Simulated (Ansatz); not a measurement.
# ZrC (P6_3/mmc) in Ansatz: settings compared

One crystal, ZrC, is run at these levels: PBEsol, RPBE, revPBE; tasks: band structure.

All numbers are computed with Ansatz 0.2.0; they aren't measurements. Logs are shortened: lines on timing, memory, paths and dates and some standing lists are left out, and cuts for length are marked.

### 1 The structure

The structure is hexagonal, space group P6_3/mmc (No. 194). The conventional cell has a = 3.391 Å, b = 3.391 Å, c = 5.290 Å, α = 90.00°, β = 90.00°, γ = 120.00°. Around Zr (site symmetry -6m2) lie 6 C at 2.36 Å. Around C (site symmetry -3m) lie 6 Zr at 2.36 Å and 2 C at 2.65 Å.

The cell comes from a database or a generator and needn't be the stable form of this composition.

### 2 Band structure, PBEsol

The input, input.yaml:

```yaml
crystal:
  lattice:
    - [3.3914762718, 0.0, 0.0]
    - [-1.6957381359, 2.9371046077, 0.0]
    - [0.0, 0.0, 5.290053]
  atoms:
    - { symbol: Zr, position: [0.6666666667, 0.3333333333, 0.75] }
    - { symbol: Zr, position: [0.3333333333, 0.6666666667, 0.25] }
    - { symbol: C, position: [0.0, 0.0, 0.5] }
    - { symbol: C, position: [0.0, 0.0, 0.0] }
hamiltonian:
  xc: pbesol
  pseudopotentials: { kind: paw }
kpoints:
  mp_grid: { grid: [7, 7, 4] }
  band_path:
    path:
      - [[0.0, 0.0, 0.0], [0.5, 0.0, 0.0], [0.3333333333, 0.3333333333, 0.0], [0.0, 0.0, 0.0], [0.0, 0.0, 0.5], [0.5, 0.0, 0.5], [0.3333333333, 0.3333333333, 0.5], [0.0, 0.0, 0.5]]
      - [[0.5, 0.0, 0.5], [0.5, 0.0, 0.0]]
      - [[0.3333333333, 0.3333333333, 0.0], [0.3333333333, 0.3333333333, 0.5]]
    npoints: 14
scf:
  occupations: { method: fermi_dirac, width: 0.05 }
  n_extra_bands: 10
output:
  forces: true
  stress: true
  eigenvalues: true
  fatbands: false
  write_density: true
  write_potential: true
  elf: true
  volumetric_format: npy
```

Potentials or basis: Ansatz PAW.

Run with:

```bash
ansatz run input.yaml --threads 2 --pin off --max-ram 5632MiB --backend cpu --events-out ev --progress --plain --runs-dir out
```

What it wrote:

```text
Warning: RAYON_NUM_THREADS=2 ignored (pool sized by the plan → 2); use --threads N
scf.n_extra_bands = 10 over 16 filled bands (N_el = 32.0): the run solves 26 bands
Engine: ansatz 0.2.0, x86_64-unknown-linux-gnu
Pseudopotentials: kind: paw
Pseudopotential: Zr, paw, valence charge 12, recommended cutoff 420 eV (normal), Zr.paw.azcp
Pseudopotential: C, paw, valence charge 4, recommended cutoff 420 eV (normal), C.paw.azcp
Functional definition: PBEsol
  exchange = pbesol_x
  correlation = pbesol_c
Crystal: 4 atoms, lattice volume = 52.695 Å³
Basis set: ecut = 420 eV, 1049 PW (Γ), exchange–correlation on 48×48×72 points (8 copies of the dense FFT grid, shifted against one another)
Bands: 26, of which v1, the nominal top of the filled ones, is band 16 counted from 1 (15 counted from 0)
Symmetry: 24 space group operations
Space group: P63/mmc (ITA 194), of the structure as read, at distance tolerance 3.7e-5 Å
k-points: 24 of 196
Non-local potential: Zr, projectors of the file, l = 0: 3, l = 1: 2, l = 2: 2, l = 3: 2
Non-local potential: C, projectors of the file, l = 0: 2, l = 1: 2, l = 2: 1
PAW form: soft (Blöchl's): semilocal exchange-correlation on the pseudo side does not see the compensation charge
PAW frozen core: Zr, regenerated for the run's functional, and the local potential with it (the file was generated under x = pbe(κ = 0.804, μ = 0.2195149727645171), c = pbe(β = 0.06672455060314922))
PAW frozen core: C, regenerated for the run's functional, and the local potential with it (the file was generated under x = pbe(κ = 0.804, μ = 0.2195149727645171), c = pbe(β = 0.06672455060314922))
PAW one-centre angular grid: Zr, 590 points (default); XC on 64 Gauss nodes
PAW one-centre angular grid: C, 110 points (default); XC on 64 Gauss nodes
Initial density: superposition of atomic densities (neutral atoms: chi_scale 0, normalization atom), corrected by the library's trained network
Initial wavefunctions: pseudopotential atomic-orbital guess
Functional: x = pbesol(κ = 0.804, μ = 0.12345679012345678), c = pbesol(β = 0.046)
SCF iter   1: F=—  HF=-8753.689283 eV  |F-HF|=—  |Δ(HF+E_count)|=         —  Δρ=1.34e-2  dr2=1.23e-1  ethr=1.77e-3  ⟨swp⟩=5.2  Hψ=2449  notcnv=0  defer=8
preconditioner: auto → Resta (q_TF=auto, 2.511 Å⁻¹)  ε∞=3.1  [insulator: Δε(μ)=0.198 eV  Ē_g=18.499 eV  σ=0.050 eV  W_gap=0.69  n_scr=22 (ndim 8)  ℏωp=27.1 eV  f_vac=0.000  D(μ)=0.39/eV (n_scr^D=0)  ε∞_Penn≈3.1]
SCF iter   2: F=—  HF=-8753.666674 eV  |F-HF|=—  |Δ(HF+E_count)|=   2.26e-2  Δρ=6.09e-3  dr2=2.45e-2  ethr=3.83e-4  ⟨swp⟩=1.4  Hψ=846  notcnv=0  defer=67
SCF iter   3: F=—  HF=-8753.661716 eV  |F-HF|=—  |Δ(HF+E_count)|=   4.96e-3  Δρ=6.35e-4  dr2=1.26e-4  ethr=7.66e-5  ⟨swp⟩=2.0  Hψ=826  notcnv=0  defer=75
SCF iter   4: F=—  HF=-8753.661716 eV  |F-HF|=—  |Δ(HF+E_count)|=   3.44e-7  Δρ=8.13e-5  dr2=2.96e-6  ethr=3.93e-7  ⟨swp⟩=2.2  Hψ=683  notcnv=0  defer=75
SCF iter   5: F=—  HF=-8753.661728 eV  |F-HF|=—  |Δ(HF+E_count)|=   1.17e-5  Δρ=1.59e-5  dr2=1.22e-7  ethr=9.23e-9  ⟨swp⟩=2.8  Hψ=922  notcnv=0  defer=75
SCF iter   6: F=-8753.661728 eV  HF=-8753.661728 eV  |F-HF|=7.02e-10  |Δ(HF+E_count)|=   1.82e-8  Δρ=1.84e-6  dr2=1.52e-9  ethr=3.13e-10  ⟨swp⟩=11.6  Hψ=3494  notcnv=0
SCF 1 converged in 6 iterations: F = -8753.661728 eV  dr2 = 1.52e-9
NSCF: frozen V_eff on 129 k-points
SCF converged after 6 iterations
Free energy (F): -8753.661728 eV
Harris-Foulkes:  -8753.661728 eV  (|F-HF|=7.02e-10)
Internal energy: -8753.658246 eV  (E = F + TS)
E sigma→0 (E₀):  -8753.659987 eV
Entropy (-TS):   -0.003482 eV (-0.871 meV/atom)
Fermi energy:    14.776932 eV
--- Per-component energies (eV) ---
  E_band       = -106.451452
  E_kinetic    = 841.127935
  E_local      = -1212.671199  (includes V_loc(G=0)·N_el)
  E_nonlocal   = 212.640752
  E_hartree    = 364.056011
  E_xc         = -418.538577
  E_vxc        = -502.291346  (∫ρ·V_xc dr)
  E_paw        = -5988.304634  (= ΣΔE_a)
  E_vpaw       = -173.369710  (= ΣTr[D̂ρ^β])
  E_aug_tail   = 0.000060  (compensation charges beyond the density's cutoff)
  E_ewald      = -2552.342236
  E_core_change = 0.373642  (= ΣΔE_core)
  E_smearing   = -0.003482  (= −TS)
  E_closure    = -0.000000  (closes the sum)
  Σ components = -8753.661728   (vs F -8753.661728, Δ=0.00e0)
--- Forces (eV/Å), atoms counted from 1 ---
  atom   1  Zr     0.00000000    -0.00000000    -0.00000000
  atom   2  Zr     0.00000000     0.00000000     0.00000000
  atom   3  C     -0.00000000    -0.00000000     0.00000000
  atom   4  C     -0.00000000    -0.00000000    -0.00000000
  max |Σ_I F_I| component: 1.85e-17 eV/Å
--- Stress (GPa, compression-positive) ---
       -9.096719       0.000000      -0.000000
        0.000000      -9.096719      -0.000000
       -0.000000      -0.000000      -5.507913
  P = ⅓ Tr σ = -7.9005 GPa (-79.005 kbar)
--- Band table (eV; the first three rows and the last of 24) ---
  k-point 0: bands = ["-33.4383", "-33.3237", "-12.0227", "-11.3225", "-11.3225", "-11.2237", "-11.2237", "-11.1314", "3.0288", "6.7388", "8.8950", "11.9906", "11.9906", "13.7141", "13.7141", "15.7231", "16.0243", "16.0243", "16.4266", "16.4266", "17.1519", "18.0238", "19.1383", "22.1968", "22.1968", "22.5305"]
  k-point 1: bands = ["-33.4217", "-33.3406", "-11.9008", "-11.3080", "-11.3080", "-11.2716", "-11.2382", "-11.2382", "3.3992", "5.7595", "10.0726", "12.0505", "12.0505", "13.0900", "13.0900", "14.3090", "17.0111", "17.0111", "17.0662", "17.0662", "17.7299", "18.3420", "19.6297", "21.2139", "21.2139", "21.3768"]
  k-point 2: bands = ["-33.3814", "-33.3814", "-11.5953", "-11.5953", "-11.2731", "-11.2731", "-11.2731", "-11.2731", "4.3997", "4.3997", "12.0981", "12.0981", "12.3751", "12.3751", "12.3751", "12.3751", "18.1809", "18.1809", "18.1809", "18.1809", "18.7237", "18.7237", "19.8856", "19.8856", "19.9359", "19.9359"]
  k-point 23: bands = ["-33.3218", "-33.3218", "-11.8428", "-11.8428", "-11.6409", "-11.6409", "-11.2701", "-11.2701", "5.2521", "5.2521", "10.4870", "10.4870", "12.5913", "12.5913", "12.9103", "12.9103", "16.2334", "16.2334", "18.2760", "18.2760", "20.7516", "20.7516", "21.3770", "21.3770", "21.6992", "21.6992"]
```

It took 3.1 s on 2 threads of Intel Xeon at 2.70GHz, shared host; peak memory 0.39 GiB.

Results:

| Property | Result |
| --- | --- |
| Free energy | -8753.6617 eV |
| Pressure | -7.9 GPa |
| Band gap on the k mesh | none (metal or under the smearing width) |

Stress tensor (GPa, compression positive):
```
-9.10  0.00  0.00
 0.00 -9.10  0.00
 0.00  0.00 -5.51
```

Levels at the corners of the path, in eV from the Fermi level:
| point | band 14 | band 15 | band 16 | band 17 | band 18 | band 19 |
| --- | --- | --- | --- | --- | --- | --- |
| Γ | -1.06 | -1.06 | 0.95 | 1.25 | 1.25 | 1.65 |
| M | -2.82 | -1.49 | -0.76 | 1.54 | 4.09 | 4.25 |
| K | -3.14 | -3.14 | 0.57 | 1.06 | 1.06 | 4.29 |
| Γ | -1.06 | -1.06 | 0.95 | 1.25 | 1.25 | 1.65 |
| A | -2.40 | -2.40 | -2.40 | 3.40 | 3.40 | 3.40 |
| L | -2.71 | -2.08 | -2.08 | 1.46 | 1.46 | 4.03 |
| H | -2.16 | -1.81 | -1.81 | 1.76 | 1.76 | 3.03 |
| A | -2.40 | -2.40 | -2.40 | 3.40 | 3.40 | 3.40 |
| L | -2.71 | -2.08 | -2.08 | 1.46 | 1.46 | 4.03 |
| M | -2.82 | -1.49 | -0.76 | 1.54 | 4.09 | 4.25 |
| K | -3.14 | -3.14 | 0.57 | 1.06 | 1.06 | 4.29 |
| H | -2.16 | -1.81 | -1.81 | 1.76 | 1.76 | 3.03 |

Caveat: the PAW data sets come from PBE, with cores solved anew for the run's functional, which leaves a small shift of forces and pressure.

### 3 Band structure, RPBE

input.yaml, as its differences from that of step 2:

```diff
@@ -11,3 +11,3 @@
 hamiltonian:
-  xc: pbesol
+  xc: rpbe
   pseudopotentials: { kind: paw }
@@ -28,3 +28,3 @@
   eigenvalues: true
-  fatbands: false
+  fatbands: true
   write_density: true
```

Potentials or basis: Ansatz PAW.

Run with:

```bash
ansatz run input.yaml --threads 2 --pin off --max-ram 5632MiB --backend cpu --events-out ev --progress --plain --runs-dir out
```

What it wrote:

```text
Warning: RAYON_NUM_THREADS=2 ignored (pool sized by the plan → 2); use --threads N
scf.n_extra_bands = 10 over 16 filled bands (N_el = 32.0): the run solves 26 bands
[... 4 set-up lines as earlier in the session ...]
Functional definition: RPBE
  parameter kappa = 0.804
  parameter beta = 0.06672455060314922
  exchange = rpbe_x(kappa = kappa, mu = beta*pi^2/3)
  correlation = pbe_c(beta = beta)
Crystal: 4 atoms, lattice volume = 52.695 Å³
Basis set: ecut = 420 eV, 1049 PW (Γ), exchange–correlation on 48×48×72 points (8 copies of the dense FFT grid, shifted against one another)
Bands: 26, of which v1, the nominal top of the filled ones, is band 16 counted from 1 (15 counted from 0)
[... 2 set-up lines as earlier in the session ...]
k-points: 24 of 196
[... 9 set-up lines as earlier in the session ...]
Functional: x = rpbe, c = pbe(β = 0.06672455060314922)
SCF iter   1: F=—  HF=-8888.452091 eV  |F-HF|=—  |Δ(HF+E_count)|=         —  Δρ=7.79e-3  dr2=2.41e-2  ethr=1.77e-3  ⟨swp⟩=5.2  Hψ=2432  notcnv=0  defer=8
preconditioner: auto → Resta (q_TF=auto, 2.511 Å⁻¹)  ε∞=3.1  [insulator: Δε(μ)=0.214 eV  Ē_g=18.569 eV  σ=0.050 eV  W_gap=0.73  n_scr=22 (ndim 8)  ℏωp=27.1 eV  f_vac=0.000  D(μ)=0.37/eV (n_scr^D=0)  ε∞_Penn≈3.1]
SCF iter   2: F=—  HF=-8888.448925 eV  |F-HF|=—  |Δ(HF+E_count)|=   3.17e-3  Δρ=3.93e-3  dr2=5.19e-3  ethr=7.54e-5  ⟨swp⟩=1.0  Hψ=816  notcnv=0  defer=56
SCF iter   3: F=—  HF=-8888.448904 eV  |F-HF|=—  |Δ(HF+E_count)|=   2.08e-5  Δρ=3.94e-4  dr2=2.78e-5  ethr=1.62e-5  ⟨swp⟩=2.0  Hψ=733  notcnv=0  defer=56
SCF iter   4: F=—  HF=-8888.448961 eV  |F-HF|=—  |Δ(HF+E_count)|=   5.63e-5  Δρ=7.69e-5  dr2=1.44e-6  ethr=8.69e-8  ⟨swp⟩=2.9  Hψ=963  notcnv=0  defer=56
iter 5 did not close the SCF: its close was put off for the readings that it lacked (scf_convergence_deferred on its scf_iter line)
SCF iter   5: F=-8888.448962 eV  HF=-8888.448962 eV  |F-HF|=9.67e-9  |Δ(HF+E_count)|=   1.52e-6  Δρ=1.24e-5  dr2=5.68e-8  ethr=4.49e-9  ⟨swp⟩=2.0  Hψ=737  notcnv=0  defer=56
SCF iter   6: F=-8888.448962 eV  HF=-8888.448962 eV  |F-HF|=8.00e-11  |Δ(HF+E_count)|=   1.73e-8  Δρ=1.25e-6  dr2=5.84e-10  ethr=1.78e-10  ⟨swp⟩=9.3  Hψ=3584  notcnv=0
SCF 1 converged in 6 iterations: F = -8888.448962 eV  dr2 = 5.84e-10
NSCF: frozen V_eff on 129 k-points
SCF converged after 6 iterations
Free energy (F): -8888.448962 eV
Harris-Foulkes:  -8888.448962 eV  (|F-HF|=8.00e-11)
Internal energy: -8888.445450 eV  (E = F + TS)
E sigma→0 (E₀):  -8888.447206 eV
Entropy (-TS):   -0.003513 eV (-0.878 meV/atom)
Fermi energy:    15.035902 eV
--- Per-component energies (eV) ---
  E_band       = -101.828131
  E_kinetic    = 842.473698
  E_local      = -1207.943486  (includes V_loc(G=0)·N_el)
  E_nonlocal   = 206.492616
  E_hartree    = 365.087369
  E_xc         = -422.777978
  E_vxc        = -504.627577  (∫ρ·V_xc dr)
  E_paw        = -6119.250609  (= ΣΔE_a)
  E_vpaw       = -168.398272  (= ΣTr[D̂ρ^β])
  E_aug_tail   = 0.000061  (compensation charges beyond the density's cutoff)
  E_ewald      = -2552.342236
  E_core_change = -0.184884  (= ΣΔE_core)
  E_smearing   = -0.003513  (= −TS)
  E_closure    = 0.000000  (closes the sum)
  Σ components = -8888.448962   (vs F -8888.448962, Δ=0.00e0)
--- Forces (eV/Å), atoms counted from 1 ---
  atom   1  Zr     0.00000000    -0.00000000    -0.00000000
  atom   2  Zr     0.00000000     0.00000000     0.00000000
  atom   3  C      0.00000000     0.00000000     0.00000000
  atom   4  C      0.00000000     0.00000000    -0.00000000
  max |Σ_I F_I| component: 5.55e-17 eV/Å
--- Stress (GPa, compression-positive) ---
       -0.527230       0.000000      -0.000000
        0.000000      -0.527230      -0.000000
       -0.000000      -0.000000       3.745134
  P = ⅓ Tr σ = 0.8969 GPa (8.969 kbar)
--- Band table (eV; the first three rows and the last of 24) ---
  k-point 0: bands = ["-33.3726", "-33.2602", "-11.9136", "-11.2273", "-11.2273", "-11.1307", "-11.1307", "-11.0404", "3.1731", "6.8072", "9.1620", "12.2118", "12.2118", "13.9158", "13.9158", "15.9978", "16.2816", "16.2816", "16.6688", "16.6688", "17.3837", "18.2731", "19.3753", "22.4078", "22.4078", "22.7136"]
  k-point 1: bands = ["-33.3563", "-33.2768", "-11.7941", "-11.2131", "-11.2131", "-11.1776", "-11.1449", "-11.1449", "3.5391", "5.8680", "10.3078", "12.2729", "12.2729", "13.3055", "13.3055", "14.5608", "17.2476", "17.2476", "17.3060", "17.3060", "17.9739", "18.5881", "19.8748", "21.4222", "21.4222", "21.5953"]
  k-point 2: bands = ["-33.3168", "-33.3168", "-11.4946", "-11.4946", "-11.1790", "-11.1790", "-11.1790", "-11.1790", "4.5283", "4.5283", "12.3343", "12.3343", "12.5973", "12.5973", "12.5973", "12.5973", "18.4035", "18.4035", "18.4035", "18.4035", "18.9631", "18.9631", "20.1461", "20.1461", "20.1682", "20.1682"]
  k-point 23: bands = ["-33.2585", "-33.2585", "-11.7361", "-11.7361", "-11.5386", "-11.5386", "-11.1759", "-11.1759", "5.3482", "5.3482", "10.7251", "10.7251", "12.8253", "12.8253", "13.1266", "13.1266", "16.4711", "16.4711", "18.5171", "18.5171", "20.9751", "20.9751", "21.5785", "21.5785", "21.8750", "21.8750"]
```

It took 3.9 s on 2 threads of Intel Xeon at 2.70GHz, shared host; peak memory 0.39 GiB.

Results:

```
Free energy            : -8888.4490 eV
Pressure               : 0.9 GPa
Band gap on the k mesh : none (metal or under the smearing width)
```

Stress tensor (GPa, compression positive):
```
-0.53  0.00  0.00
 0.00 -0.53  0.00
 0.00  0.00  3.75
```

Levels at the corners of the path, in eV from the Fermi level:
| point | band 12 | band 13 | band 14 | band 15 | band 16 | band 17 | band 18 | band 19 | band 20 | band 21 |
| --- | --- | --- | --- | --- | --- | --- | --- | --- | --- | --- |
| Γ | -2.82 | -2.82 | -1.12 | -1.12 | 0.96 | 1.25 | 1.25 | 1.63 | 1.63 | 2.35 |
| M | -3.47 | -3.21 | -2.86 | -1.48 | -0.82 | 1.50 | 4.07 | 4.20 | 4.23 | 4.67 |
| K | -3.37 | -3.37 | -3.18 | -3.18 | 0.54 | 1.05 | 1.05 | 4.26 | 4.26 | 4.90 |
| Γ | -2.82 | -2.82 | -1.12 | -1.12 | 0.96 | 1.25 | 1.25 | 1.63 | 1.63 | 2.35 |
| A | -2.70 | -2.44 | -2.44 | -2.44 | -2.44 | 3.37 | 3.37 | 3.37 | 3.37 | 3.93 |
| L | -3.58 | -2.72 | -2.72 | -2.13 | -2.13 | 1.45 | 1.45 | 3.99 | 3.99 | 4.68 |
| H | -4.43 | -2.18 | -2.18 | -1.85 | -1.85 | 1.74 | 1.74 | 3.02 | 3.02 | 6.40 |
| A | -2.70 | -2.44 | -2.44 | -2.44 | -2.44 | 3.37 | 3.37 | 3.37 | 3.37 | 3.93 |
| L | -3.58 | -2.72 | -2.72 | -2.13 | -2.13 | 1.45 | 1.45 | 3.99 | 3.99 | 4.68 |
| M | -3.47 | -3.21 | -2.86 | -1.48 | -0.82 | 1.50 | 4.07 | 4.20 | 4.23 | 4.67 |
| K | -3.37 | -3.37 | -3.18 | -3.18 | 0.54 | 1.05 | 1.05 | 4.26 | 4.26 | 4.90 |
| H | -4.43 | -2.18 | -2.18 | -1.85 | -1.85 | 1.74 | 1.74 | 3.02 | 3.02 | 6.40 |

Caveat: the PAW data sets come from PBE, with cores solved anew for the run's functional, which leaves a small shift of forces and pressure.

### 4 Band structure, revPBE

input.yaml, as its differences from that of step 3:

```diff
@@ -11,3 +11,3 @@
 hamiltonian:
-  xc: rpbe
+  xc: revpbe
   pseudopotentials: { kind: paw }
@@ -28,6 +28,2 @@
   eigenvalues: true
-  fatbands: true
-  write_density: true
-  write_potential: true
-  elf: true
-  volumetric_format: npy
+  fatbands: false
```

Run with:

```bash
ansatz run input.yaml --threads 2 --pin off --max-ram 5632MiB --backend cpu --events-out ev --progress --plain --runs-dir out
```

Run time: 3.3 s. Hardware: 2 threads of Intel Xeon at 2.70GHz, shared host; peak memory 0.37 GiB.

Results (log left out):

```
Free energy            : -8883.8402 eV
Pressure               : 0.0 GPa
Band gap on the k mesh : none (metal or under the smearing width)
```

Stress tensor (GPa, compression positive):
```
-1.38  0.00  0.00
 0.00 -1.38  0.00
 0.00  0.00  2.86
```

Levels at the corners of the path, in eV from the Fermi level:
```tsv
point	band 14	band 15	band 16	band 17	band 18	band 19
Γ	-1.12	-1.12	0.96	1.25	1.25	1.63
M	-2.86	-1.48	-0.81	1.50	4.07	4.21
K	-3.17	-3.17	0.54	1.05	1.05	4.26
Γ	-1.12	-1.12	0.96	1.25	1.25	1.63
A	-2.44	-2.44	-2.44	3.37	3.37	3.37
L	-2.72	-2.13	-2.13	1.45	1.45	4.00
H	-2.18	-1.84	-1.84	1.74	1.74	3.02
A	-2.44	-2.44	-2.44	3.37	3.37	3.37
L	-2.72	-2.13	-2.13	1.45	1.45	4.00
M	-2.86	-1.48	-0.81	1.50	4.07	4.21
K	-3.17	-3.17	0.54	1.05	1.05	4.26
H	-2.18	-1.84	-1.84	1.74	1.74	3.02
```

Caveat: the PAW data sets come from PBE, with cores solved anew for the run's functional, which leaves a small shift of forces and pressure.

### 5 Summary

```csv
level,gap on the mesh (eV),pressure (GPa)
PBEsol,none,-7.9
RPBE,none,0.9
revPBE,none,0.0
```

Alike in all rows: task band structure; potentials or basis Ansatz PAW; no spin polarisation; cell as given; k mesh 7 × 7 × 4; cutoff (eV) 420; smearing fermi-dirac 0.05 eV.

Every run on the cell as given and a fine mesh finds a metal. The pressure there spans -7.9 GPa (PBEsol) to 0.9 GPa (RPBE); a positive pressure means that this level wants a larger cell, a negative one a smaller.

Caveats: the PAW data sets come from PBE, with cores solved anew for the run's functional, which leaves a small shift of forces and pressure.

Total energies depend on the potentials used, so only differences within one code and one set of settings carry meaning.
